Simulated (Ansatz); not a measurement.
**Band structure of Li2S**

```yaml
crystal:
  lattice:
    - [0.00000, 2.85280, 2.85280]
    - [2.85280, 0.00000, 2.85280]
    - [2.85280, 2.85280, 0.00000]
  atoms:
    - { symbol: S, position: [0.00000, 0.00000, 0.00000] }
    - { symbol: Li, position: [0.25000, 0.25000, 0.25000] }
    - { symbol: Li, position: [0.75000, 0.75000, 0.75000] }
```

Atoms are numbered in the order listed.

The conventional cell has a = 5.706 Å, b = 5.706 Å, c = 5.706 Å, α = 90.00°, β = 90.00°, γ = 90.00°. S (atom 1) has 8 Li at 2.47 Å as nearest neighbours. Around Li (atom 2) lie 4 S at 2.47 Å.

The structure comes from a relaxation in the same program, started in the fluorite type, and has space group Fm-3m. Whether it is a known phase or the ground state wasn't checked.

The calculation used DFT, PBE, all-electron LAPW, scalar-relativistic (Ansatz 0.2.0).

Sampling and basis: a Γ-centred 12×12×12 k mesh, Fermi–Dirac smearing of 0.08 eV, basis error target 1 meV/atom, no spin polarisation.

Points in fractions of the reciprocal vectors of this cell: Γ (0, 0, 0), X (0.5, 0, 0.5), U (0.625, 0.25, 0.625), K (0.375, 0.375, 0.75), L (0.5, 0.5, 0.5), W (0.5, 0.25, 0.75). The path joins them by straight lines in the order Γ–X–U–K–Γ–L–W–X; legs that retrace an earlier one aren't tabulated. Energies are in eV from the top of the valence band.

Problem. List the levels at X between -20 and 6 eV.

Solution. -10.46, -2.16, -1.41 (×2), 3.39.

Problem. List the levels at L between -20 and 6 eV.

Solution. -10.58, -2.86, -0.50 (×2).

Problem. List the levels at W between -20 and 6 eV.

Solution. -10.45, -1.82 (×2), -1.74, 5.47.

Problem. What is the band gap?

Solution. 3.39 eV, indirect from Γ to X (0.5, 0, 0.5).

Kohn–Sham gaps of semilocal functionals usually fall short of measured ones.
